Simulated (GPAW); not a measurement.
Crystal: C.

```xyz
8
Lattice="2.5221 0.0000 0.0000 -1.2611 2.1842 0.0000 0.0000 0.0000 8.2371" Properties=species:S:1:pos:R:3 pbc="T T T"
C     1.2611    0.7281    6.9501
C     0.0000    1.4561    2.8315
C     1.2611    0.7281    5.4056
C     0.0000    1.4561    1.2870
C     0.0000    0.0000    7.4649
C     0.0000    0.0000    3.3463
C     0.0000    0.0000    4.8908
C     0.0000    0.0000    0.7722
```

This is a hexagonal form of diamond, not graphite.

- Program: GPAW 26.7.0
- Task: relaxation of cell and atoms
- Functional: AM05
- Potentials or basis: PAW data sets generated in the run's folder for this functional
- Cutoff: 800 eV
- Basis: pw
- k mesh: 7 × 7 × 2
- Occupations: fermi-dirac, width 0.05 eV
- Spin: no spin polarisation

At the start: pressure -6.1 GPa; volume 5.67 Å³/atom.

Question: Where does the relaxation end?

Answer: Over 7 steps the energy falls by 3.5 meV/atom and the volume is 5.59 Å³/atom (-1.4 %); space group P6_3/mmc (No. 194, to 0.05 Å).

Step by step:
```csv
step,energy change (eV),largest force (eV/Å),pressure (GPa),volume (Å³)
1,0.0000,0.3297,-6.08,45.38
2,-0.0111,0.0901,-5.62,45.32
3,-0.0163,0.0770,-4.71,45.23
4,-0.0206,0.1559,-3.43,45.10
5,-0.0260,0.1672,-0.98,44.85
6,-0.0277,0.0764,0.16,44.73
7,-0.0280,0.0099,0.24,44.72
```

Final structure:
```
CELL_PARAMETERS angstrom
2.50191 0.00000 0.00000
-1.25096 2.16672 0.00000
0.00000 0.00000 8.25026
ATOMIC_POSITIONS crystal
C 0.66667 0.33333 0.84448
C 0.33333 0.66667 0.34448
C 0.66667 0.33333 0.65552
C 0.33333 0.66667 0.15552
C 0.00000 0.00000 0.90706
C 0.00000 0.00000 0.40706
C 0.00000 0.00000 0.59294
C 0.00000 0.00000 0.09294
```

Caveat: the k mesh is coarse; later steps reuse the first step's grids.
